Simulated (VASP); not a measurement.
## SiC (Moissanite 3C): relaxation of cell and atoms with r2SCAN

The system is SiC (Moissanite 3C).

```
Si C
1.0
     0.00000    2.17704    2.17704
     2.17704    0.00000    2.17704
     2.17704    2.17704    0.00000
Si C
1 1
Direct
  0.00000 0.00000 0.00000
  0.25000 0.25000 0.25000
```

```
Program                : VASP 6.6.1
Task                   : relaxation of cell and atoms
Functional             : r2SCAN
Potentials or basis    : VASP PAW PBE potentials, release 64 (Si, C)
Cutoff                 : 600 eV
k mesh                 : 10 × 10 × 10
Occupations            : gaussian, width 0.03 eV
Spin                   : no spin polarisation
Further INCAR settings : ALGO = Normal; EDIFF = 1e-07; IBRION = 2; EDIFFG = -0.005; NSW = 90; ISIF = 3
```

```json
{
 "Pressure after relaxing": "0.0 GPa",
 "Band gap on the k mesh": "1.72 eV, indirect (least direct gap 5.06 eV)"
}
```

Final structure:
```yaml
crystal:
  lattice:
    - [0.00000, 2.17704, 2.17704]
    - [2.17704, 0.00000, 2.17704]
    - [2.17704, 2.17704, 0.00000]
  atoms:
    - { symbol: Si, position: [0.00000, 0.00000, 0.00000] }
    - { symbol: C, position: [0.25000, 0.25000, 0.25000] }
```

Levels at points of the mesh, in eV from the valence-band top:
```csv
k point,band 1,band 2,band 3,band 4,band 5,band 6,band 7,band 8
"(0.00, 0.00, 0.00)",-16.20,0.00,0.00,0.00,6.87,7.87,7.87,7.87
"(0.50, 0.00, 0.00)",-12.57,-8.83,-1.11,-1.11,6.02,7.76,7.76,10.97
"(0.50, 0.50, 0.00)",-11.10,-8.06,-3.34,-3.34,1.72,4.83,15.16,15.16
```

It took 90 s on 1 thread of Intel(R) Xeon(R) Platinum 8259CL CPU @ 2.50GHz (Skylake/Cascade Lake), with other jobs on the host, peak memory 0.16 GiB.

Caveat: the relaxation stopped at its first step, so nothing moved; the PAW data sets were made with another functional, which shifts forces and pressure a little. r2SCAN opens gaps a little over a GGA but as a rule still falls short of measured ones.
